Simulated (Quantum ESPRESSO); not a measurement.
Crystal: Al2Ru.

```xyz
3
Lattice="-1.5604 1.5604 4.2218 1.5604 -1.5604 4.2218 1.5604 1.5604 -4.2218" Properties=species:S:1:pos:R:3 pbc="T T T"
Ru    0.0000    0.0000    0.0000
Al    0.0000    0.0000    2.8776
Al    0.0000    0.0000    5.5660
```

The cell comes from a database or a generator and needn't be the stable form of this composition.

- Program: Quantum ESPRESSO 7.5
- Task: single point
- Functional: PBEsol
- Potentials or basis: GBRV 1.5 PBEsol
- Cutoff: 612 eV
- Density cutoff: 4898 eV
- k mesh: 12 × 12 × 12
- Occupations: fermi-dirac, width 0.05 eV
- Spin: no spin polarisation

On this cell: pressure -0.6 GPa; largest force 0.032 eV/Å; band gap on the k mesh none (metal or under the smearing width).

The same run follows on a disturbed copy (atoms moved at random, drawn with an rms of 0.05 Å):

```
Ru Al
1.0
    -1.56042    1.56042    4.22181
     1.56042   -1.56042    4.22181
     1.56042    1.56042   -4.22181
Ru Al
1 2
Direct
  0.01481 0.00199 0.00329
  0.33971 0.33851 0.99676
  0.65565 0.64251 0.98224
```

**Question.** What does the disturbed cell give?

**Answer.** The energy (extrapolated to zero smearing) moves by +8.7 meV/atom; pressure -0.1 GPa; largest force 0.605 eV/Å; band gap on the k mesh none (metal or under the smearing width).

Forces in eV/Å, atoms in the order of the input:
```
Ru  -0.148 -0.277 -0.518
Al  -0.158  0.092  0.188
Al   0.305  0.184  0.330
```

Stress tensor (GPa, compression positive):
```
-0.03  0.08  0.09
 0.08  0.00  0.20
 0.09  0.20 -0.29
```
